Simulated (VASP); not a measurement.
Method: PBE GGA, VASP's PBE PAW potentials (set 64) (plane waves; VASP 6.6.1).

The input files of a VASP run:

**KPOINTS**
```
Regular mesh
0
gamma
5 5 5
```

### INCAR
```
SYSTEM = CsI
PREC = Accurate; ENCUT = 400; LREAL = .FALSE.
LASPH = .TRUE.; NELECT = 16.5
EDIFF = 1E-6; NELM = 100; ALGO = Normal
LMAXMIX = 4
ISMEAR = 0; SIGMA = 0.05
GGA = PE
ISIF = 2
LWAVE = .FALSE.; LCHARG = .FALSE.
```

### POSCAR
```
CsI
1
    4.5700000000     0.0000000000     0.0000000000
    0.0000000000     4.5700000000     0.0000000000
    0.0000000000     0.0000000000     4.5700000000
Cs I
1 1
Direct
  0.0000000000   0.0000000000   0.0000000000
  0.5000000000   0.5000000000   0.5000000000
```

POTCAR, in this order: Cs_sv I (PBE.64 set). Program: vasp_std.

The run wrote:

File OSZICAR:
```
       N       E                     dE             d eps       ncg     rms          rms(c)
DAV:   1     0.868175146051E+02    0.86818E+02   -0.51802E+03   240   0.893E+02
DAV:   2     0.380221968030E+01   -0.83015E+02   -0.79581E+02   360   0.155E+02
DAV:   3    -0.287483452693E+01   -0.66771E+01   -0.65781E+01   304   0.493E+01
DAV:   4    -0.297367831887E+01   -0.98844E-01   -0.98827E-01   284   0.748E+00
DAV:   5    -0.297522282443E+01   -0.15445E-02   -0.15445E-02   312   0.877E-01    0.285E+00
DAV:   6    -0.287820384374E+01    0.97019E-01   -0.27684E-01   264   0.206E+00    0.174E+00
DAV:   7    -0.286322335494E+01    0.14980E-01   -0.67935E-02   268   0.128E+00    0.660E-01
DAV:   8    -0.286314920320E+01    0.74152E-04   -0.44225E-03   300   0.417E-01    0.145E-01
DAV:   9    -0.286325475301E+01   -0.10555E-03   -0.23008E-04   292   0.121E-01    0.381E-02
DAV:  10    -0.286329271753E+01   -0.37965E-04   -0.58917E-05   284   0.640E-02    0.238E-02
DAV:  11    -0.286329136585E+01    0.13517E-05   -0.41559E-06   276   0.114E-02    0.472E-03
DAV:  12    -0.286329117602E+01    0.18983E-06   -0.52622E-07   180   0.466E-03
   1 F= -.28632912E+01 E0= -.28620286E+01  d E =-.252509E-02
```

File OUTCAR:
```
------------------------ aborting loop because EDIFF is reached ----------------------------------------
  FORCE on cell =-STRESS in cart. coord.  units (eV):
  Direction    XX          YY          ZZ          XY          YZ          ZX
  --------------------------------------------------------------------------------------
  Total        3.6484513      3.6484513      3.6484513      0.0000000      0.0000000      0.0000000
  in kB       61.2449848     61.2449848     61.2449848      0.0000000      0.0000000      0.0000000
  external PRESSURE =      61.2449848 kB  Pullay stress =       0.0000000 kB
  volume of cell :       95.44
      direct lattice vectors                 reciprocal lattice vectors
     4.570000000  0.000000000  0.000000000     0.218818381  0.000000000  0.000000000
     0.000000000  4.570000000  0.000000000     0.000000000  0.218818381  0.000000000
     0.000000000  0.000000000  4.570000000     0.000000000  0.000000000  0.218818381
 POSITION                                       TOTAL-FORCE (eV/Angst)
 -----------------------------------------------------------------------------------
      0.00000      0.00000      0.00000         0.000000      0.000000      0.000000
      2.28500      2.28500      2.28500         0.000000      0.000000      0.000000
 -----------------------------------------------------------------------------------
    total drift:                                0.000000     -0.000000     -0.000000
  FREE ENERGIE OF THE ION-ELECTRON SYSTEM (eV)
  ---------------------------------------------------
  free  energy   TOTEN  =        -2.8632911760 eV

  energy  without entropy=       -2.8607660843  energy(sigma->0) =       -2.86202863
```
(Selected blocks of OUTCAR.)

The cell is charged, with a uniform compensating background.

The compound is CsI in the CsCl type structure. The cell was not relaxed at this level. The run is one of a series of settings (NELECT = 16.5 against the base run), some of them coarse on purpose.
